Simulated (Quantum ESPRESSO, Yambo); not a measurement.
**LiH (Fm-3m): changed settings of a GW run in Yambo**

What do changed inputs do to GW on LiH (Fm-3m)?

Calculated with Yambo 5.3.0; PBE and many-body steps on it, plane waves.

The database entry behind the starting cell differs from later determinations by our own check (the deuteride, about 0.2 % short), so it need not match the best structure at ambient conditions.

### 1. Starting point

It takes space group Fm-3m (No. 225, cubic). Conventional cell: a = 4.074 Å, b = 4.074 Å, c = 4.074 Å, α = 90.00°, β = 90.00°, γ = 90.00°. Nearest to Li lie 6 H at 2.04 Å. Nearest to H lie 6 Li at 2.04 Å. Farther neighbours are not listed.

Coordinates:

```xyz
2
Lattice="0.0000 2.0368 2.0368 2.0368 0.0000 2.0368 2.0368 2.0368 0.0000" Properties=species:S:1:pos:R:3 pbc="T T T"
Li    0.0000    0.0000    0.0000
H     2.0368    2.0368    2.0368
```

The cell and positions come from the Crystallography Open Database and are kept as given unless a step says otherwise.

### 2. Base

This step: Yambo 5.3.0; G0W0 on PBE, plane waves, norm-conserving pseudopotentials.

G0W0 replaces the xc potential by the self-energy, built once from these orbitals. Only a window of levels is corrected, while the sums run over the empty bands that the input names.

File gw2.in:

```
HF_and_locXC
gw0
dyson
ppa
em1d
rim_cut
RandQpts= 1000000
RandGvec= 1 RL
EXXRLvcs= 66 Ry
VXCRLvcs= 264 Ry
Chimod= "HARTREE"
% BndsRnXp
 1 | 83 |
%
NGsBlkXp= 17 Ry
% LongDrXp
 1 | 1 | 1 |
%
% GbndRnge
 1 | 83 |
%
DysSolver= "n"
ExtendOut
PPAPntXp= 27.21138 eV
% QPkrange
 21 | 21 | 1 | 4 |
 1 | 1 | 1 | 4 |
%
```

Command:

```bash
OMP_NUM_THREADS=1 mpirun -n 4 yambo -F gw2.in -J gw2 -C gw2 > gw2.log
```

The program printed:

```text
 Yambo, version 5.3.0

 [02] CORE Variables Setup
 =========================

  [... cell, symmetries and grids as in the set-up ...]

  [02.05] Energies & Occupations
  ==============================

  [X] === General ===
  [X] Electronic Temperature                        :  0.000000  0.000000 [eV K]
  [X] Bosonic    Temperature                        :  0.000000  0.000000 [eV K]
  [X] Finite Temperature mode                       : no
  [X] El. density                                   :  0.23671E+24 [cm-3]
  [X] Fermi Level                                   :  0.392909 [eV]

  [X] === Gaps and Widths ===
  [X] Conduction Band Min                           :  3.022038 [eV]
  [X] Valence Band Max                              :  0.000000 [eV]
  [X] Filled Bands                                  :  2
  [X] Empty Bands                                   :    3  201
  [X] Direct Gap                                    :  3.022038 [eV]
  [X] Direct Gap localized at k                     :  21
  [X] Indirect Gap                                  :  3.022038 [eV]
  [X] Indirect Gap between kpts                     :  21  21
  [X] Last valence band width                       :  5.253734 [eV]
  [X] 1st conduction band width                     :  12.45368 [eV]

 [03] Transferred momenta grid and indexing
 ==========================================

 IBZ Q-points                                      :  29
 BZ  Q-points                                      :   512

 K/Q-points units:
 rlu = crystal or reduced units; cc = cartesian coordinates; iku = interal k-units

 Q [ 1]         [rlu]:  0.000000  0.000000  0.000000
 Q [ 2]         [rlu]:  0.24483E-17  0.24483E-17  0.12500
 Q [ 3]         [rlu]:  0.25023E-16 -0.27323E-17  0.25000
 Q [ 4]         [rlu]:  0.12904E-16  0.12904E-16  0.37500
 Q [ 5]         [rlu]: -0.97931E-17 -0.97931E-17 -0.50000
 Q [ 6]         [rlu]: -0.72385E-17  0.12500      0.12500
 Q [ 7]         [rlu]:  0.24483E-17  0.12500      0.25000
 Q [ 8]         [rlu]:  0.80210E-17  0.12500      0.37500
 Q [ 9]         [rlu]:  0.34410E-16  0.12500      0.50000
 Q [10]         [rlu]: -0.97931E-17  0.12500     -0.37500
     [... 17 further rows ...]
 Q [28]         [rlu]:  0.125000 -0.500000 -0.375000
 Q [29]         [rlu]:  0.250000 -0.500000 -0.250000

 [04] Coloumb potential Random Integration (RIM)
 ===============================================

  [04.01] RIM initialization
  ==========================

  * Diagonal components only detected *

  8 x (sBL volume)        :  0.033988 [a.u.]
  sBZ random points       :  1000000
  Points outside the sBZ  :   7999624
  RL volume               :  2.175203 [a.u.]
  Integrated volume       :  2.175305 [a.u.]

  [04.02] RIM integrals
  =====================

  Gamma point sphere radius             :  0.058757 [a.u.]
  Points outside the sphere             :   799635
  [Int_sBZ(q=0) 1/q^2]*(Vol_sBZ)^(-1/3) =:  7.763403
                                 should be <:  7.795600

  Summary of Coulomb integrals for non-metallic bands |Q|[au] RIM/Bare

  Q [1] 0.100000E-4 0.995870 * Q [2] 0.176719 1.064378
  Q [6] 0.204058 1.062849 * Q [12] 0.288581 1.025826
  Q [7] 0.338392 1.018699 * Q [3] 0.353439 1.016443
  Q [13] 0.408116 1.012926 * Q [11] 0.444734 1.010601
  Q [22] 0.456287 1.010058 * Q [8] 0.499838 1.008230
  Q [4] 0.530158 1.007314 * Q [14] 0.530158 1.007395
[...]
Q [27] 0.735741 1.003870 * Q [24] 0.763515 1.003627
  Q [26] 0.783699 1.003328 * Q [21] 0.816231 1.003325
  Q [28] 0.841352 1.003151 * Q [20] 0.865744 1.002775
  Q [29] 0.912574 1.002695

 [WARNING] [Xp] User bands 1-83 break level degeneracy

 [05] Dipoles
 ============

  [05.01] Setup: observables and procedures
  =========================================

 [06] Dynamic Dielectric Matrix (PPA)
 ====================================

 [WR./gw2//ndb.pp]---------------------------------------------------------------
  Brillouin Zone Q/K grids (IBZ/BZ)                :    29   512    29   512
  RL vectors                                       :  1459 [WF]
  Coulomb cutoff potential                         : none
  Electronic Temperature                           :  0.000000 [K]
  Bosonic    Temperature                           :  0.000000 [K]
  PPA    diel. fun.  energies                      : Perdew, Burke & Ernzerhof(X)+Perdew, Burke & Ernzerhof(C)
  wavefunctions                                    : Perdew, Burke & Ernzerhof(X)+Perdew, Burke & Ernzerhof(C)
  Global Gauge                                     : length
  X matrix size                                    :  169
  X band range                                     :    1   83
  X e/h energy range                               : -1.000000 -1.000000 [eV]
  X Time ordering                                  : R
  X Hxc Kernel                                     : HARTREE
  X Drude frequency                                :  0.000000  0.000000
  X poles                                          :  100.0000 [o/o]
  RL vectors in the sum                            :  1459
  [r,Vnl] included                                 : yes
  Field direction                                  :  0.577350E-5  0.577350E-5  0.577350E-5
  BZ energy Double Grid                            : no
  BZ energy DbGd points                            : 0
  BZ Q point size factor                           : -1.000000
  X Optical Averaged directions                    : none

 [07] Local Exchange-Correlation + Non-Local Fock
 ================================================

 [VXC] Plane waves :   8363
 [EXS] Plane waves :  1067

 QP @ state[ 1 ] K range:  1  1
 QP @ state[ 1 ] b range:   1   4
 QP @ state[ 2 ] K range:  21  21
 QP @ state[ 2 ] b range:   1   4

 [xc] Functional : Perdew, Burke & Ernzerhof(X)+Perdew, Burke & Ernzerhof(C)
 [xc] LIBXC used to calculate xc functional

 [xc] E_xc :  -2.052842 [Ha]
      E_xc :  -4.105684 [Ry]

  Local XC kind (lXC) : Perdew, Burke & Ernzerhof(X)+Perdew, Burke & Ernzerhof(C)
  Non-Local XC kind (nlXC) : Hartree-Fock

  Corrections @ K [1] :  [eV]
 <1|nlXC|1> = -39.69450  0.18072E-16 <1|lXC|1> = -25.62566 -0.18690E-15
 <2|nlXC|2> = -15.59523  0.49486E-17 <2|lXC|2> = -9.916457 -0.94426E-16
 <3|nlXC|3> = -4.656642  0.45068E-18 <3|lXC|3> = -11.71818 -0.94467E-16
 <4|nlXC|4> = -2.440415 -0.35444E-18 <4|lXC|4> = -8.963783 -0.28336E-15

  Corrections @ K [21] :  [eV]
 <1|nlXC|1> = -39.75562 -0.49041E-17 <1|lXC|1> = -25.70812 -0.10344E-17
 <2|nlXC|2> = -14.46983 -0.90200E-17 <2|lXC|2> = -11.30619  0.18880E-15
 <3|nlXC|3> = -3.748257  0.14762E-17 <3|lXC|3> = -7.647618  0.23605E-16
 <4|nlXC|4> = -2.678134  0.24762E-18 <4|lXC|4> = -8.235377 -0.47204E-16

 [08] Dyson equation: Newton solver
 ==================================

  [08.01] G0W0 (W PPA)
  ====================

  [  GW  ] Bands range     :    1   83
  [GW/PPA] G damping       :  0.100000 [eV]

  QP @ state[ 1 ] K range:  1  1
  QP @ state[ 1 ] b range:   1   4
  QP @ state[ 2 ] K range:  21  21
  QP @ state[ 2 ] b range:   1   4

   Sc/G bands                                       :    1   83
   Sc/G damping                                     :  0.100000 ev
   Sc bands terminator                              : no
   Sx RL components                                 :  1067

   QP @ state[ 1 ] K range                          :  1  1
   QP @ state[ 1 ] b range                          :   1   4
   QP @ state[ 2 ] K range                          :  21  21
   QP @ state[ 2 ] b range                          :   1   4
   GF energies kind                                 : Perdew, Burke & Ernzerhof(X)+Perdew, Burke & Ernzerhof(C)
   GF WF`s kind                                     : Perdew, Burke & Ernzerhof(X)+Perdew, Burke & Ernzerhof(C)
   Xs energies kind                                 : Perdew, Burke & Ernzerhof(X)+Perdew, Burke & Ernzerhof(C)
   Xs WF`s kind                                     : Perdew, Burke & Ernzerhof(X)+Perdew, Burke & Ernzerhof(C)

 [11] Game Over & Game summary
```

It took 2.3 min on 4 MPI ranks of Arm Neoverse V1, shared host; peak memory 1.3 GiB; 9.1 min of CPU time.

Numbers from this step:

```yaml
g0w0_gap_on_the_points_computed: 4.968 eV
starting_gap_on_the_mesh: 3.022 eV
k_of_the_valence_top: 0, -0.5, -0.5
k_of_the_conduction_bottom: 0, -0.5, -0.5
least_direct_g0w0_gap_on_the_computed_points: 4.968 eV
z_at_the_valence_top: 0.7817
z_at_the_conduction_bottom: 0.8195
```

The gap on the mesh goes from 3.02 eV to 4.97 eV, a correction of +1.95 eV.

### 3. Exchange cutoff

gw6.in, as its differences from gw2.in of step 2:

```diff
@@ -8,3 +8,3 @@
 RandGvec= 1 RL
-EXXRLvcs= 66 Ry
+EXXRLvcs= 16.5 Ry
 VXCRLvcs= 264 Ry
```

Command:

```bash
OMP_NUM_THREADS=1 mpirun -n 4 yambo -F gw6.in -J gw6,gw2_W -C gw6 > gw6.log
```

The program printed:

```text
 Yambo, version 5.3.0

 [02] CORE Variables Setup
 =========================

  [... cell, symmetries and grids as in the set-up ...]

  [02.05] Energies & Occupations
  ==============================

  [X] === General ===
  [X] Electronic Temperature                        :  0.000000  0.000000 [eV K]
  [X] Bosonic    Temperature                        :  0.000000  0.000000 [eV K]
  [X] Finite Temperature mode                       : no
  [X] El. density                                   :  0.23671E+24 [cm-3]
  [X] Fermi Level                                   :  0.392909 [eV]

  [X] === Gaps and Widths ===
  [X] Conduction Band Min                           :  3.022038 [eV]
  [X] Valence Band Max                              :  0.000000 [eV]
  [X] Filled Bands                                  :  2
  [X] Empty Bands                                   :    3  201
  [X] Direct Gap                                    :  3.022038 [eV]
  [X] Direct Gap localized at k                     :  21
  [X] Indirect Gap                                  :  3.022038 [eV]
  [X] Indirect Gap between kpts                     :  21  21
  [X] Last valence band width                       :  5.253734 [eV]
  [X] 1st conduction band width                     :  12.45368 [eV]

 [03] Transferred momenta grid and indexing
 ==========================================

 IBZ Q-points                                      :  29
 BZ  Q-points                                      :   512

 K/Q-points units:
 rlu = crystal or reduced units; cc = cartesian coordinates; iku = interal k-units

 Q [ 1]         [rlu]:  0.000000  0.000000  0.000000
 Q [ 2]         [rlu]:  0.24483E-17  0.24483E-17  0.12500
 Q [ 3]         [rlu]:  0.25023E-16 -0.27323E-17  0.25000
[...]
Q [ 8]         [rlu]:  0.80210E-17  0.12500      0.37500
 Q [ 9]         [rlu]:  0.34410E-16  0.12500      0.50000
 Q [10]         [rlu]: -0.97931E-17  0.12500     -0.37500
     [... 17 further rows ...]
 Q [28]         [rlu]:  0.125000 -0.500000 -0.375000
 Q [29]         [rlu]:  0.250000 -0.500000 -0.250000

 [04] Coloumb potential Random Integration (RIM)
 ===============================================

 Summary of Coulomb integrals for non-metallic bands |Q|[au] RIM/Bare

 Q [1] 0.100000E-4 0.995870 * Q [2] 0.176719 1.064378
 Q [6] 0.204058 1.062849 * Q [12] 0.288581 1.025826
 Q [7] 0.338392 1.018699 * Q [3] 0.353439 1.016443
[...]
Q [26] 0.783699 1.003328 * Q [21] 0.816231 1.003325
 Q [28] 0.841352 1.003151 * Q [20] 0.865744 1.002775
 Q [29] 0.912574 1.002695

 [WARNING] [Xp] User bands 1-83 break level degeneracy

 [05] Dipoles
 ============

  [05.01] Setup: observables and procedures
  =========================================

 [06] Dynamic Dielectric Matrix (PPA)
 ====================================

   Sc/G bands                                       :    1   83
   Sc/G damping                                     :  0.100000 ev
   Sc bands terminator                              : no
   Sx RL components                                 :  169

   QP @ state[ 1 ] K range                          :  1  1
   QP @ state[ 1 ] b range                          :   1   4
   QP @ state[ 2 ] K range                          :  21  21
   QP @ state[ 2 ] b range                          :   1   4
   GF energies kind                                 : Perdew, Burke & Ernzerhof(X)+Perdew, Burke & Ernzerhof(C)
   GF WF`s kind                                     : Perdew, Burke & Ernzerhof(X)+Perdew, Burke & Ernzerhof(C)
   Xs energies kind                                 : Perdew, Burke & Ernzerhof(X)+Perdew, Burke & Ernzerhof(C)
   Xs WF`s kind                                     : Perdew, Burke & Ernzerhof(X)+Perdew, Burke & Ernzerhof(C)

 [11] Game Over & Game summary
```

It took 87 s on 4 MPI ranks; peak memory 1.2 GiB.

Numbers from this step:

- G0W0 gap on the points computed: 4.960 eV
- starting gap on the mesh: 3.022 eV
- k of the valence top: 0, -0.5, -0.5
- k of the conduction bottom: 0, -0.5, -0.5
- least direct G0W0 gap on the computed points: 4.960 eV
- Z at the valence top: 0.7817
- Z at the conduction bottom: 0.8195

### 4. Damping of G

gw7.in, as its differences from gw6.in of step 3:

```diff
@@ -8,3 +8,3 @@
 RandGvec= 1 RL
-EXXRLvcs= 16.5 Ry
+EXXRLvcs= 66 Ry
 VXCRLvcs= 264 Ry
@@ -28 +28,2 @@
 %
+GDamping= 0.01 eV
```

Command:

```bash
OMP_NUM_THREADS=1 mpirun -n 4 yambo -F gw7.in -J gw7,gw2_W -C gw7 > gw7.log
```

The program printed:

```text
 Yambo, version 5.3.0

 [02] CORE Variables Setup
 =========================

  [... cell, symmetries and grids as in the set-up ...]

  [02.05] Energies & Occupations
  ==============================

  [X] === General ===
  [X] Electronic Temperature                        :  0.000000  0.000000 [eV K]
  [X] Bosonic    Temperature                        :  0.000000  0.000000 [eV K]
  [X] Finite Temperature mode                       : no
  [X] El. density                                   :  0.23671E+24 [cm-3]
[...]
QP @ state[ 1 ] b range                          :   1   4
   QP @ state[ 2 ] K range                          :  21  21
   QP @ state[ 2 ] b range                          :   1   4
   GF energies kind                                 : Perdew, Burke & Ernzerhof(X)+Perdew, Burke & Ernzerhof(C)
   GF WF`s kind                                     : Perdew, Burke & Ernzerhof(X)+Perdew, Burke & Ernzerhof(C)
   Xs energies kind                                 : Perdew, Burke & Ernzerhof(X)+Perdew, Burke & Ernzerhof(C)
   Xs WF`s kind                                     : Perdew, Burke & Ernzerhof(X)+Perdew, Burke & Ernzerhof(C)

 [11] Game Over & Game summary
```

It took 87 s on 4 MPI ranks; peak memory 1.2 GiB.

This step gave:

- G0W0 gap on the points computed: 4.968 eV
- starting gap on the mesh: 3.022 eV
- k of the valence top: 0, -0.5, -0.5
- k of the conduction bottom: 0, -0.5, -0.5
- least direct G0W0 gap on the computed points: 4.968 eV

Against G0W0 in Yambo (8×8×8 mesh, 83 bands, screening to 231.3 eV, Godby-Needs plasmon pole), the gap moves by −0.0001 eV.

### 5. More bands than the database holds

gw8.in, as its differences from gw7.in of step 4:

```diff
@@ -12,3 +12,3 @@
 % BndsRnXp
- 1 | 83 |
+ 1 | 603 |
 %
@@ -19,3 +19,3 @@
 % GbndRnge
- 1 | 83 |
+ 1 | 603 |
 %
@@ -28,2 +28 @@
 %
-GDamping= 0.01 eV
```

Command:

```bash
OMP_NUM_THREADS=1 mpirun -n 4 yambo -F gw8.in -J gw8 -C gw8 > gw8.log
```

The program printed:

```text
 Yambo, version 5.3.0

 [02] CORE Variables Setup
 =========================

  [... cell, symmetries and grids as in the set-up ...]

  [02.05] Energies & Occupations
  ==============================

  [X] === General ===
  [X] Electronic Temperature                        :  0.000000  0.000000 [eV K]
  [X] Bosonic    Temperature                        :  0.000000  0.000000 [eV K]
  [X] Finite Temperature mode                       : no
  [X] El. density                                   :  0.23671E+24 [cm-3]
  [X] Fermi Level                                   :  0.392909 [eV]

  [X] === Gaps and Widths ===
  [X] Conduction Band Min                           :  3.022038 [eV]
  [X] Valence Band Max                              :  0.000000 [eV]
  [X] Filled Bands                                  :  2
  [X] Empty Bands                                   :    3  201
  [X] Direct Gap                                    :  3.022038 [eV]
  [X] Direct Gap localized at k                     :  21
  [X] Indirect Gap                                  :  3.022038 [eV]
  [X] Indirect Gap between kpts                     :  21  21
  [X] Last valence band width                       :  5.253734 [eV]
  [X] 1st conduction band width                     :  12.45368 [eV]

 [03] Transferred momenta grid and indexing
 ==========================================

 IBZ Q-points                                      :  29
 BZ  Q-points                                      :   512

 K/Q-points units:
 rlu = crystal or reduced units; cc = cartesian coordinates; iku = interal k-units

 Q [ 1]         [rlu]:  0.000000  0.000000  0.000000
 Q [ 2]         [rlu]:  0.24483E-17  0.24483E-17  0.12500
 Q [ 3]         [rlu]:  0.25023E-16 -0.27323E-17  0.25000
[...]
Q [ 8]         [rlu]:  0.80210E-17  0.12500      0.37500
 Q [ 9]         [rlu]:  0.34410E-16  0.12500      0.50000
 Q [10]         [rlu]: -0.97931E-17  0.12500     -0.37500
     [... 17 further rows ...]
 Q [28]         [rlu]:  0.125000 -0.500000 -0.375000
 Q [29]         [rlu]:  0.250000 -0.500000 -0.250000

 [04] Coloumb potential Random Integration (RIM)
 ===============================================

  [04.01] RIM initialization
  ==========================

  * Diagonal components only detected *

  8 x (sBL volume)        :  0.033988 [a.u.]
  sBZ random points       :  1000000
  Points outside the sBZ  :   7999624
  RL volume               :  2.175203 [a.u.]
  Integrated volume       :  2.175305 [a.u.]

  [04.02] RIM integrals
  =====================

  Gamma point sphere radius             :  0.058757 [a.u.]
  Points outside the sphere             :   799635
  [Int_sBZ(q=0) 1/q^2]*(Vol_sBZ)^(-1/3) =:  7.763403
                                 should be <:  7.795600

  Summary of Coulomb integrals for non-metallic bands |Q|[au] RIM/Bare

  Q [1] 0.100000E-4 0.995870 * Q [2] 0.176719 1.064378
  Q [6] 0.204058 1.062849 * Q [12] 0.288581 1.025826

[ERROR] STOP signal received while in[05.01] Setup: observables and procedures
[ERROR] Error in parallel wf distribution (Dipole ic)
```

It took 2.8 s on 4 MPI ranks; peak memory 0.96 GiB.

The run stopped with an error after 2.8 s.

The program's words: [ERROR] STOP signal received while in[05.01] Setup: observables and procedures [ERROR] Error in parallel wf distribution (Dipole ic)

The fault put into this input: more bands than the database holds.

### 6. The runs together

Times are wall times on 4 MPI ranks of Arm Neoverse V1, shared host, good to a factor of about two.

```
            run   mesh  bands  screening cutoff (eV)  DFT gap (eV)  gap on the mesh (eV)  direct (eV)     time
           base  8×8×8     83                  231.3         3.022                 4.968        4.968  2.3 min
exchange cutoff  8×8×8     83                  231.3         3.022                 4.960        4.960     87 s
   damping of G  8×8×8     83                  231.3         3.022                 4.968        4.968     87 s
```

### 7. What came out

| Property | Result |
| --- | --- |
| base | 4.968 eV |
| exchange cutoff | 4.960 eV |
| damping of G | 4.968 eV |
| known limits | not at the basis limit |

In words: Exchange cutoff: −0.008 eV against base (keys changed: EXXRLvcs). Damping of G: no change against base (keys changed: GDamping). Bands and cutoff are finite, so the gap is not at the basis limit. The miss can reach some tenths of an eV and take either sign; the mesh is an error of its own. In the G0W0 runs levels were corrected at 2 k points alone, so a gap called «on the mesh» is the least over those, and an edge elsewhere would be missed.

[Paths, hosts, dates, memory and timing lines, banners, echoed tables and standing remarks are left out of the program output.]

[Logs are printed without paths, hosts, clocks, repeated set-up lines and the standing remarks that a program may print on its own settings, such as how far it seeks lower states.]

[Runs of the session that timed out or met a known fault of the program may be left out.]

[Hosts, paths, dates, database ids (printed as entryN), source tags and the programs' standing remarks are cut or masked in the printed files.]
